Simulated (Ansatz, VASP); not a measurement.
## K in VASP and in Ansatz

The input INCAR:

```
SYSTEM = K
  PREC = Accurate
  ENCUT = 520
  EDIFF = 1E-6
  ISMEAR = 0
  SIGMA = 0.1
  LREAL = .FALSE.
  LASPH = .TRUE.
  NELM = 80
  ALGO = Normal
  ISIF = 2
  LWAVE = .FALSE.
  LCHARG = .FALSE.
  GGA = PS
  NBANDS = 10
```

KPOINTS

```
Automatic mesh
0
G
  10 10 10
  0 0 0
```

Contents of POSCAR:

```
K
1.0
    0.0000000000      3.4621361634      3.4621361634
    3.4621361634      0.0000000000      3.4621361634
    3.4621361634      3.4621361634      0.0000000000
K
1
Direct
    0.0000000000      0.0000000000      0.0000000000
```

Input for Ansatz:

```yaml
crystal:
  lattice:
    - [0.0, 3.4621361634, 3.4621361634]
    - [3.4621361634, 0.0, 3.4621361634]
    - [3.4621361634, 3.4621361634, 0.0]
  atoms:
    - { symbol: K, position: [0.0, 0.0, 0.0] }
basis:
  ecutwfc: 420
kpoints:
  mp_grid: { grid: [10, 10, 10] }
hamiltonian:
  xc: pbesol
scf:
  occupations: { method: gaussian, width: 0.1 }
output:
  forces: true
  stress: true
  eigenvalues: true
  populations: true
```

Alike in both runs: task single point; functional PBEsol; k mesh 10 × 10 × 10; occupations gaussian, width 0.1 eV; no spin polarisation.

```csv
,VASP,Ansatz
version,VASP 6.6.1,Ansatz 0.2.0
potentials or method,"VASP PAW PBE potentials, release 64 (K_sv)","scalar-relativistic, plane waves, PAW"
plane-wave cutoff (eV),520,420
valence electrons in the cell,9,9
```

|  | VASP | Ansatz | Ansatz less VASP |
| --- | --- | --- | --- |
| gap on the k mesh at the Fermi level (eV) | none | none | - |
| pressure (GPa) | -0.4 | -0.4 | +0.01 |

A gap of «none» marks a metal or a gap that the smearing closes. With one functional, cell and mesh, what is left measures potentials, basis and numerics.

Caveats: the PAW data sets were made with another functional, which shifts forces and pressure a little (VASP).
